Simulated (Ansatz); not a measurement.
The system is InSe.

```xyz
4
Lattice="2.0000 1.1547 8.4400 -2.0000 1.1547 8.4400 0.0000 -2.3094 8.4400" Properties=species:S:1:pos:R:3 pbc="T T T"
In    0.0000    0.0000   22.4994
In    0.0000    0.0000    0.0000
Se    0.0000    0.0000    4.3525
Se    0.0000    0.0000    9.7102
```

Base run:

| Item | Value |
| --- | --- |
| Program | Ansatz 0.2.0 |
| Functional | PBE |
| Potentials or basis | Ansatz PAW |
| Cutoff | 350 eV |
| Density cutoff | 1400 eV |
| k mesh | 8 × 8 × 8 |
| Occupations | fermi-dirac, width 0.05 eV |
| Spin | no spin polarisation |

Its results: band gap on the k mesh 0.44 eV, direct; pressure 2.8 GPa; largest force 0.366 eV/Å.

**Question.** After a change of settings the same cell gave: band gap on the k mesh 0.58 eV, direct; pressure 4.5 GPa; largest force 0.401 eV/Å. Which change was it?
A. potentials or basis from Ansatz PAW to Ansatz NC; cutoff from 350 eV to 1170 eV (not typed: the program's choice for these potentials)
B. functional from PBE to LDA; cutoff from 350 eV to 420 eV (not typed: the program's choice for these potentials)
C. functional from PBE to RPBE; cutoff from 350 eV to 420 eV (not typed: the program's choice for these potentials)

**Answer.** C.

RPBE binds less tightly than PBE, so the same cell stands under more pressure.

Caveats: spin-orbit coupling is left out, which moves the levels of the heavy elements; the cutoff lies under the one recommended for these potentials (some runs); the PAW data sets come from PBE, with cores solved anew for the run's functional, which leaves a small shift of forces and pressure (some runs).
